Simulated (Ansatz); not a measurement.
**Migration of H in TaN**

Level of theory: Ansatz 0.2.0, DFT PBE, scalar-relativistic, plane waves, PAW. (420 eV cutoff, 5×5×5 k-mesh, Gaussian smearing of 0.10 eV, no spin polarisation)

Host crystal, relaxed:

```yaml
crystal:
  lattice:
    - [0.00000, 2.20863, 2.20863]
    - [2.20863, 0.00000, 2.20863]
    - [2.20863, 2.20863, 0.00000]
  atoms:
    - { symbol: Ta, position: [0.50000, 0.50000, 0.50000] }
    - { symbol: N, position: [0.00000, 0.00000, 0.00000] }
```

In a supercell of 16 host sites, interstitial H hops to an equivalent place, moving 2.06 Å between the relaxed ends. Climbing-image nudged elastic band at fixed cell with images 0 (start) to 6 (end), the path measured over all atoms, converged to 0.05 eV/Å; the order of the saddle wasn't checked, and the small cell leaves errors of about a tenth of an eV. Zero-point motion and tunnelling, which matter for H, are left out.

Supercell rows in host cell vectors: 0 -2 2; 0 0 2; -2 0 2. H was set at (0.250, 0.250, 0.250) of the host cell.

At the relaxed start H has 4 Ta at 1.82 Å, 4 N at 2.09 Å.

A cell with an odd number of electrons and no spin polarisation is a metal by construction and may be lower with spin. Spin-orbit coupling is left out, which matters for the bands and energies of heavy elements.

Task: How high is the barrier, and where does the atom pass?

Result: 1.42 eV at image 3, where H has 2 Ta at 1.61 Å, 1 N at 1.83 Å, 1 N at 1.84 Å. An image lies below the start, so the start isn't the lowest place along this path.

Cost: 1 run of about 98 core-minutes, on Intel Xeon Platinum 8488C (Sapphire Rapids) (shared hosts).